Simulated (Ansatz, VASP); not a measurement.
# Cross-check of TePb between VASP and Ansatz

Aim: how closely do two programs agree when they are given the same cell, functional and k mesh? The cell is taken from a series of VASP runs on this material, whose earlier steps may have relaxed, scaled or displaced it; both programs get it as it stands.

Method: plane waves, with VASP 6.6.1 beside it; relaxation of cell and atoms at LDA, in Ansatz 0.2.0.

### 1. Starting point

Symmetry: Fm-3m, No. 225, cubic system. Conventional cell: a = 6.386 Å, b = 6.386 Å, c = 6.386 Å, α = 90.00°, β = 90.00°, γ = 90.00°. Nearest to Pb lie 6 Te at 3.19 Å. Te has 6 Pb at 3.19 Å nearest. Farther neighbours and most contacts between anions are not listed.

As a file:

```cif
data_structure
_symmetry_space_group_name_H-M 'P 1'
_symmetry_Int_Tables_number 1
_cell_length_a 4.5157
_cell_length_b 4.5157
_cell_length_c 4.5157
_cell_angle_alpha 60.000
_cell_angle_beta 60.000
_cell_angle_gamma 60.000
_cell_volume 65.11
loop_
_atom_site_label
_atom_site_type_symbol
_atom_site_fract_x
_atom_site_fract_y
_atom_site_fract_z
_atom_site_occupancy
Pb1 Pb 0.00000 0.00000 0.00000 1
Te2 Te 0.50000 0.50000 0.50000 1
```

### 2. VASP: relaxation of cell and atoms, LDA

The relaxed volume is the usual yardstick between codes: its relative difference is about their pressure difference at one cell divided by the bulk modulus.

Lines of VASP's logs that name or quote its potential files are left out, and so is its time.

File INCAR:

```
SYSTEM = TePb
PREC = Accurate
ENCUT = 450
EDIFF = 1E-07
NELM = 100
ISMEAR = 0
SIGMA = 0.03
LREAL = .FALSE.
ALGO = Normal
GGA = CA
NBANDS = 16
LORBIT = 11
LWAVE = .FALSE.
LCHARG = .FALSE.
KPAR = 2
IBRION = 2
NSW = 50
ISIF = 3
EDIFFG = -0.002
```

File POSCAR:

```
TePb
1.0
    0.0000000000      3.1930516729      3.1930516729
    3.1930516729      0.0000000000      3.1930516729
    3.1930516729      3.1930516729      0.0000000000
Pb Te
1 1
Direct
    0.0000000000      0.0000000000      0.0000000000
    0.5000000000      0.5000000000      0.5000000000
```

File KPOINTS:

```
Automatic mesh
0
Gamma
6 6 6
0 0 0
```

The projector-augmented-wave data sets are Pb_d and Te (LDA family, release 64).

Command:

```bash
$ mpirun -np 2 vasp_std
```

Numbers of over 12 decimals in the logs are rounded to 6 here.

Output:

```text
[banner, memory and clock lines left out]
running    2 mpi-ranks, on    1 nodes
 distrk:  each k-point on    1 cores,    2 groups
 distr:  one band on    1 cores,    1 groups

 POSCAR found type information on POSCAR PbTe
 POSCAR found :  2 types and       2 ions
 LDA part: xc-table for (Slater(with rela. corr.)+CA(PZ))
 , standard interpolation
 POSCAR, INCAR and KPOINTS ok, starting setup
 FFT: planning ... GRIDC
 FFT: planning ... GRID_SOFT
 FFT: planning ... GRID
 WAVECAR not read
 entering main loop
       N       E                     dE             d eps       ncg     rms          rms(c)
DAV:   1     0.143128214958E+03    0.14313E+03   -0.84555E+03   512   0.108E+03
DAV:   2     0.462495796448E+00   -0.14267E+03   -0.13942E+03   552   0.293E+02
DAV:   3    -0.866652846506E+01   -0.91290E+01   -0.91064E+01   680   0.795E+01
DAV:   4    -0.888885390772E+01   -0.22233E+00   -0.22229E+00   664   0.149E+01
DAV:   5    -0.889277078781E+01   -0.39169E-02   -0.39169E-02   752   0.155E+00    0.369E+00
DAV:   6    -0.878445106998E+01    0.10832E+00   -0.23750E-01   736   0.379E+00    0.233E+00
DAV:   7    -0.877673919042E+01    0.77119E-02   -0.65622E-02   664   0.136E+00    0.907E-01
DAV:   8    -0.877607547660E+01    0.66371E-03   -0.72041E-03   656   0.851E-01    0.123E-01
DAV:   9    -0.877603336476E+01    0.42112E-04   -0.78875E-04   800   0.270E-01    0.321E-02
DAV:  10    -0.877602822583E+01    0.51389E-05   -0.50593E-05   672   0.568E-02    0.236E-02
DAV:  11    -0.877602878952E+01   -0.56369E-06   -0.15491E-05   688   0.259E-02    0.102E-02
DAV:  12    -0.877602883534E+01   -0.45825E-07   -0.10818E-06   616   0.836E-03    0.758E-03
DAV:  13    -0.877602880936E+01    0.25983E-07   -0.42350E-08   464   0.154E-03
   1 F= -.87760288E+01 E0= -.87760288E+01  d E =-.877603E+01
 curvature:   0.00 expect dE= 0.000E+00 dE for cont linesearch  0.000E+00
 trial: gam= 0.00000 g(F)=  0.261E-59 g(S)=  0.171E-06 ort = 0.000E+00 (trialstep = 0.100E+01)
 search vector abs. value=  0.171E-06
 reached required accuracy - stopping structural energy minimisation
```

OUTCAR, selected parts (step 2):

```text
ion  position               nearest neighbor table
   1  0.000  0.000  0.000-   2 3.19   2 3.19   2 3.19   2 3.19   2 3.19   2 3.19
   2  0.500  0.500  0.500-   1 3.19   1 3.19   1 3.19   1 3.19   1 3.19   1 3.19

  LATTYP: Found a face centered cubic cell.
 ALAT       =     6.3861033458

 Subroutine GETGRP returns: Found 48 space group operations
 (whereof 48 operations were pure point group operations)

The static configuration has the point symmetry O_h .

 Found     16 irreducible k-points:

   k-points           NKPTS =     16   k-points in BZ     NKDIM =     16   number of bands    NBANDS=     16

   dimension x,y,z NGX =    32 NGY =   32 NGZ =   32
   dimension x,y,z NGXF=    64 NGYF=   64 NGZF=   64

   ENCUT  =  450.0 eV  33.07 Ry    5.75 a.u.   7.81  7.81  7.81*2*pi/ulx,y,z

   NELECT =      20.0000    total number of electrons

 k-points in reciprocal lattice and weights: Automatic mesh
   0.00000000  0.00000000  0.00000000       0.005
   0.16666667  0.00000000  0.00000000       0.037
   0.33333333  0.00000000  0.00000000       0.037
   0.50000000  0.00000000  0.00000000       0.019
   0.16666667  0.16666667  0.00000000       0.028
   0.33333333  0.16666667  0.00000000       0.111
   0.50000000  0.16666667  0.00000000       0.111
  -0.33333333  0.16666667  0.00000000       0.111
  -0.16666667  0.16666667  0.00000000       0.056
[...]
-0.33333333  0.33333333  0.16666667       0.111
  -0.33333333  0.50000000  0.16666667       0.056

 average (electrostatic) potential at core
       1 -91.3322       2 -88.8142

 E-fermi :   6.0913

 k-point     1 :       0.0000    0.0000    0.0000
  band No.  band energies     occupation
    ...
      6      -6.4703      2.00000
      7       0.3018      2.00000
      8       4.4032      2.00000
      9       4.4032      2.00000
     10       4.4032      2.00000
     11       9.9117      0.00000
     12       9.9117      0.00000
     13       9.9117      0.00000
     14      11.5848      0.00000
     15      11.5848      0.00000
    ...

 k-point     2 :       0.1667    0.0000    0.0000
  band No.  band energies     occupation
    ...
      6      -6.2217      2.00000
      7      -0.5033      2.00000
      8       4.4803      2.00000
      9       4.4803      2.00000
     10       4.8464      2.00000
     11       8.7009      0.00000
     12       8.9446      0.00000
     13       8.9446      0.00000
     14      11.4043      0.00000
     15      12.1033      0.00000
    ...

 k-point     3 :       0.3333    0.0000    0.0000
  band No.  band energies     occupation
    ...
      6      -5.5382      2.00000
      7      -2.0113      2.00000
      8       4.7126      2.00000
      9       4.7126      2.00000
     10       5.4663      2.00000
     11       7.2306      0.00000
     12       7.6094      0.00000
     13       7.6094      0.00000
     14      12.3864      0.00000
     15      13.4862      0.00000
    ...

  Total       -0.0015370     -0.0015370     -0.0015370      0.0000000      0.0000000      0.0000000
  in kB       -0.0378209     -0.0378209     -0.0378209      0.0000000      0.0000000      0.0000000
  external PRESSURE =      -0.0378209 kB  Pullay stress =       0.0000000 kB

  energy-cutoff  :      450.00
  volume of cell :       65.11
      direct lattice vectors                 reciprocal lattice vectors
     0.000000000  3.193051673  3.193051673    -0.156590012  0.156590012  0.156590012
     3.193051673  0.000000000  3.193051673     0.156590012 -0.156590012  0.156590012
     3.193051673  3.193051673  0.000000000     0.156590012  0.156590012 -0.156590012

 POSITION                                       TOTAL-FORCE (eV/Angst)
 -----------------------------------------------------------------------------------
      0.00000      0.00000      0.00000        -0.000000     -0.000000     -0.000000
      3.19305      3.19305      3.19305         0.000000      0.000000      0.000000
 -----------------------------------------------------------------------------------
    total drift:                                0.000000     -0.000000     -0.000000

  FREE ENERGIE OF THE ION-ELECTRON SYSTEM (eV)
  ---------------------------------------------------
  free  energy   TOTEN  =        -8.7760288094 eV

  energy  without entropy=       -8.7760288094  energy(sigma->0) =       -8.77602881

 reached required accuracy - stopping structural energy minimisation

 total charge
# of ion       s       p       d       tot
------------------------------------------
    1        1.455   0.618   9.830  11.903
    2        1.384   2.003   0.022   3.410
--------------------------------------------------
tot          2.839   2.621   9.853  15.313

[... 3 further parts left out ...]
```

### 3. Ansatz: relaxation of cell and atoms, LDA

Ansatz runs on its default PAW (the set named soft_2) files.

The same cell, functional (in two slightly different forms), mesh and smearing now go to Ansatz, which takes its cutoff from its data sets.

File input.yaml:

```yaml
crystal:
  lattice:
    - [0.0, 3.1930516729, 3.1930516729]
    - [3.1930516729, 0.0, 3.1930516729]
    - [3.1930516729, 3.1930516729, 0.0]
  atoms:
    - { symbol: Pb, position: [0.0, 0.0, 0.0] }
    - { symbol: Te, position: [0.5, 0.5, 0.5] }
hamiltonian:
  xc: lda
  pseudopotentials: { kind: paw }
kpoints:
  mp_grid: { grid: [6, 6, 6] }
scf:
  occupations: { method: gaussian, width: 0.03 }
relax:
  f_tol: 0.01
  max_steps: 60
  cell: { stress_tol: 0.05 }
output:
  forces: true
  stress: true
```

Command:

```bash
$ ansatz run input.yaml --threads 4 --pin off --max-ram 9216MiB --backend cpu --events-out ev --progress --plain --runs-dir out
```

Output:

```text
Engine: ansatz 0.2.0, aarch64-unknown-linux-gnu
Pseudopotentials: kind: paw
Pseudopotential: Pb, paw, valence charge 14, recommended cutoff 420 eV (normal), Pb.paw.azcp
Pseudopotential: Te, paw, valence charge 16, recommended cutoff 420 eV (normal), Te.paw.azcp
Functional definition: SPW92
  exchange = slater_x
  correlation = pw_c
Crystal: 2 atoms, lattice volume = 65.110 Å³
Basis set: ecut = 420 eV, 1243 PW (Γ)
Bands: 19, of which v1, the nominal top of the filled ones, is band 15 counted from 1 (14 counted from 0)
Symmetry: 48 space group operations
Space group: Fm-3m (ITA 225), of the structure as read, at distance tolerance 4.0e-5 Å
k-points: 16 of 216
Non-local potential: Pb, projectors of the file, l = 0: 2, l = 1: 2, l = 2: 2, l = 3: 2
Non-local potential: Te, projectors of the file, l = 0: 2, l = 1: 2, l = 2: 2, l = 3: 2
PAW form: soft (Blöchl's): semilocal exchange-correlation on the pseudo side does not see the compensation charge
PAW frozen core: Pb, regenerated for the run's functional, and the local potential with it (the file was generated under x = pbe(κ = 0.804, μ = 0.219515), c = pbe(β = 0.066725))
PAW frozen core: Te, regenerated for the run's functional, and the local potential with it (the file was generated under x = pbe(κ = 0.804, μ = 0.219515), c = pbe(β = 0.066725))
PAW one-centre angular grid: Pb, 590 points (default); XC on 64 Gauss nodes
PAW one-centre angular grid: Te, 590 points (default); XC on 64 Gauss nodes
Initial density: superposition of atomic densities (neutral atoms: chi_scale 0, normalization atom), corrected by the library's trained network
Initial wavefunctions: pseudopotential atomic-orbital guess
Functional: x = slater, c = lda
SCF iter   1: F=—  HF=-18430.274326 eV  |F-HF|=—  |Δ(HF+E_count)|=         —  Δρ=4.41e-3  dr2=6.65e-3  ethr=1.77e-3  ⟨swp⟩=6.8  Hψ=1616  notcnv=0
preconditioner: auto → none  [insulator: Δε(μ)=0.566 eV  Ē_g=14.735 eV  σ=0.030 eV  W_gap=1.00  n_scr=14 (ndim 8)  ℏωp=20.6 eV  f_vac=0.011  D(μ)=0.00/eV (n_scr^D=0)  ε∞_Penn≈3.0]
SCF iter   2: F=—  HF=-18430.270156 eV  |F-HF|=—  |Δ(HF+E_count)|=   4.17e-3  Δρ=1.81e-3  dr2=9.69e-4  ethr=2.22e-5  ⟨swp⟩=2.3  Hψ=685  notcnv=0
SCF iter   3: F=—  HF=-18430.270020 eV  |F-HF|=—  |Δ(HF+E_count)|=   1.36e-4  Δρ=3.98e-4  dr2=2.09e-4  ethr=3.23e-6  ⟨swp⟩=2.1  Hψ=485  notcnv=0
SCF iter   4: F=—  HF=-18430.269955 eV  |F-HF|=—  |Δ(HF+E_count)|=   6.46e-5  Δρ=1.40e-4  dr2=8.37e-6  ethr=6.97e-7  ⟨swp⟩=3.0  Hψ=468  notcnv=0
SCF iter   5: F=—  HF=-18430.269952 eV  |F-HF|=—  |Δ(HF+E_count)|=   3.23e-6  Δρ=2.61e-5  dr2=4.08e-7  ethr=2.79e-8  ⟨swp⟩=2.0  Hψ=544  notcnv=0
SCF iter   6: F=-18430.269952 eV  HF=-18430.269952 eV  |F-HF|=1.10e-9  |Δ(HF+E_count)|=   1.91e-7  Δρ=5.26e-6  dr2=1.24e-8  ethr=3.33e-10  ⟨swp⟩=5.0  Hψ=1156  notcnv=0
SCF 1 converged in 6 iterations: F = -18430.269952 eV  dr2 = 1.24e-8
  greatest PAW one-centre occupation: 0.999 electrons in one spin orbital (limit 2), on the Te atom at site 1 (counted from 0), in its partial waves of l = 2
relax step   1: F+E_penalty+E_count = -18430.26995196 eV  Δ(F+E_penalty+E_count) = +0.000e0 eV  max|allowed force component| = 1.801e-29 eV/Å  Δτ_max = 0.0000 Å  P = -0.118 GPa  Ω = 65.110 Å³  (6 SCF iters, dr2 threshold 1.00e-7 eV, accepted)
[...]
relax step   2: F+E_penalty+E_count = -18430.27003697 eV  Δ(F+E_penalty+E_count) = -8.500e-5 eV  max|allowed force component| = 3.484e-29 eV/Å  Δτ_max = 0.0000 Å  P = +0.053 GPa  Ω = 64.883 Å³  energy of the carried Pulay correction = +3.845e-5 eV  (6 SCF iters, dr2 threshold 3.49e-8 eV, accepted)
[...]
relax step   3: F+E_penalty+E_count = -18430.27003658 eV  Δ(F+E_penalty+E_count) = +3.893e-7 eV  max|allowed force component| = 1.381e-29 eV/Å  Δτ_max = 0.0000 Å  P = -0.000 GPa  Ω = 64.953 Å³  energy of the carried Pulay correction = +2.656e-5 eV  (6 SCF iters, dr2 threshold 7.00e-9 eV, accepted)
[...]
relax step   4: F+E_penalty+E_count = -18430.27002179 eV  Δ(F+E_penalty+E_count) = +1.478e-5 eV  max|allowed force component| = 1.269e-29 eV/Å  Δτ_max = 0.0000 Å  P = -0.000 GPa  Ω = 64.953 Å³  stress off target by 2.12e-4 GPa  SCF on the basis re-selected at this cell (its energy is not comparable with the rows above)  (8 SCF iters)
basis re-selected at this cell: Δ(F+E_penalty+E_count) = +1.478e-5 eV, ΔP = +0.000 GPa vs the last step (what re-selecting the basis moved, of the pressure what is left beyond the Pulay correction that the steps carried, after the strain that the cell walked since its last selection, with what the two solves' SCF thresholds leave and, on support functions, any second-order correction that the steps lacked; it is no m [...]
SCF converged after 8 iterations
Free energy (F): -18430.270022 eV
Harris-Foulkes:  -18430.270022 eV  (|F-HF|=3.64e-12)
Internal energy: -18430.270022 eV  (E = F + TS)
E sigma→0 (E₀):  -18430.270022 eV
Fermi energy:    9.250935 eV
--- Per-component energies (eV) ---
  E_band       = -310.399069
  E_kinetic    = 471.032210
  E_local      = -2339.497666  (includes V_loc(G=0)·N_el)
  E_nonlocal   = 49.437102
  E_hartree    = 1232.571280
  E_xc         = -343.914397
  E_vxc        = -239.479235  (∫ρ·V_xc dr)
  E_paw        = -14611.352261  (= ΣΔE_a)
  E_vpaw       = -717.033869  (= ΣTr[D̂ρ^β])
  E_aug_tail   = -0.000170  (compensation charges beyond the density's cutoff)
  E_ewald      = -2889.147067
  E_core_change = 0.600948  (= ΣΔE_core)
  E_smearing   = -0.000000  (= −TS)
  E_closure    = 0.000000  (closes the sum)
  Σ components = -18430.270022   (vs F -18430.270022, Δ=0.00e0)
--- Forces (eV/Å), atoms counted from 1 ---
  atom   1  Pb    -0.00000000     0.00000000    -0.00000000
  atom   2  Te     0.00000000     0.00000000    -0.00000000
  max |Σ_I F_I| component: 2.62e-29 eV/Å
--- Stress (GPa, compression-positive) ---
       -0.000212      -0.000000      -0.000000
       -0.000000      -0.000212       0.000000
       -0.000000       0.000000      -0.000212
  P = ⅓ Tr σ = -0.0002 GPa (-0.002 kbar)
--- Relaxed structure (3 steps of the walk, 3 accepted, 1 SCFs on fresh bases) ---
  F+E_penalty+E_count = -18430.27002179 eV   max|allowed force component| = 1.269e-29 eV/Å   (the final SCF, on the basis selected at the relaxed cell)
  cell:  # Å, volume = 64.9532 Å³
    - [0, 3.190485, 3.190485]
    - [3.190485, 0, 3.190485]
    - [3.190485, 3.190485, 0]
  atoms:
    - { symbol: Pb, position: [0, 0, 0] }
    - { symbol: Te, position: [0.5, 0.5, 0.5] }
```

Run time: 1.5 s. Hardware: 4 threads of Arm Neoverse V2, shared host; peak memory 0.33 GiB.

### 4. Comparison

Known differences besides the potentials themselves: the two LDA forms differ slightly; both relaxations stop at a tolerance, which leaves soft axes loose, and VASP keeps its plane-wave basis; the data sets hold 30 valence electrons in Ansatz (default PAW (the set named soft_2) files) and 20 in VASP; the cutoff is 420 eV in Ansatz and 450 eV in VASP; VASP's log shows a relativistic correction to its local exchange, Ansatz's none; Ansatz adds a Pulay correction to the stress that steers its cell, VASP none. Total energies have different zeros and are not compared.

Compared:

```csv
quantity,Ansatz,VASP,difference
volume (Å³),64.95,65.11,-0.24 %
"edge a after relaxation, in the typed setting (Å)",4.512,4.516,-0.08 %
```

The walks stopped with 0.00 GPa left in Ansatz and 0.00 GPa in VASP; each walk ends within a tolerance, so the volume difference is uncertain by about these residues over the bulk modulus, most in soft cells.

### 5. Outcome

```yaml
difference_in_volume_relaxation_of_cell_and_atoms_lda: -0.24 %
```

What this shows: The difference in volume is -0.24 % (relaxation of cell and atoms, LDA), within the 1.2 % picked in this series as the mark of a large difference, as far as the stopping tolerances let one tell. How closely two codes agree says nothing of how well the functional describes the real material.

[Lines on the potential files, build, host, timing and source positions are cut from VASP's logs without a mark.]

[Logs are printed without paths, hosts, clocks, repeated set-up lines and the standing remarks that a program may print on its own settings, such as how far it seeks lower states.]

[Hosts, paths, dates, database ids (printed as entryN), source tags and the programs' standing remarks are cut or masked in the printed files.]
